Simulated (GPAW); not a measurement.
Input of a GPAW 26.7.0 run:

Contents of run.py:

```python
from ase import Atoms
from ase.filters import FrechetCellFilter
from ase.io import write
from ase.optimize import BFGS
from ase.units import GPa
from gpaw import GPAW, PW, setup_paths

setup_paths.insert(0, '.')

atoms = Atoms(['Ru', 'Al'],
              cell=[[2.9916, 0.0, 0.0],
                    [0.0, 2.9916, 0.0],
                    [0.0, 0.0, 2.9916]],
              scaled_positions=[[0.5, 0.5, 0.5],
                                [0.0, 0.0, 0.0]],
              pbc=True)

calc = GPAW(mode=PW(600),
            xc='PBEsol',
            kpts={'size': (9, 9, 9), 'gamma': True},
            occupations={'name': 'fermi-dirac', 'width': 0.05},
            nbands=20,
            convergence={'density': 1e-05, 'forces': 0.0001},
            maxiter=150,
            txt='gpaw.txt')
atoms.calc = calc
opt = BFGS(FrechetCellFilter(atoms, scalar_pressure=20 * GPa), trajectory='relax.traj', logfile='-')
done = opt.run(fmax=0.02, steps=60)
calc.write('gs.gpw')
write('result.traj', atoms)
print('Converged:', done)
print('Cell:', atoms.cell.cellpar().round(4))
print('Volume:', round(atoms.get_volume(), 4))
print(atoms.get_scaled_positions().round(5))
```

Potentials or basis: PAW data sets generated in the run's folder for this functional, pw.

The run is started by

```bash
$ gpaw-setup -f PBEsol Al Ru
$ OMP_NUM_THREADS=1 python run.py
```

**Question.** Predict the band gap on the k mesh.

**Answer.** None (metal or under the smearing width).

**Question.** Predict the space group after relaxing (to 0.05 Å).

**Answer.** Pm-3m (No. 221).

**Question.** Predict the relaxed cell.

**Answer.** a = 2.904 Å, b = 2.904 Å, c = 2.904 Å, α = 90.00°, β = 90.00°, γ = 90.00°.

Final structure:
```
Ru Al
1.0
     2.90416    0.00000    0.00000
     0.00000    2.90416    0.00000
     0.00000    0.00000    2.90416
Ru Al
1 1
Direct
  0.50000 0.50000 0.50000
  0.00000 0.00000 0.00000
```

Caveat: later steps reuse the first step's grids.
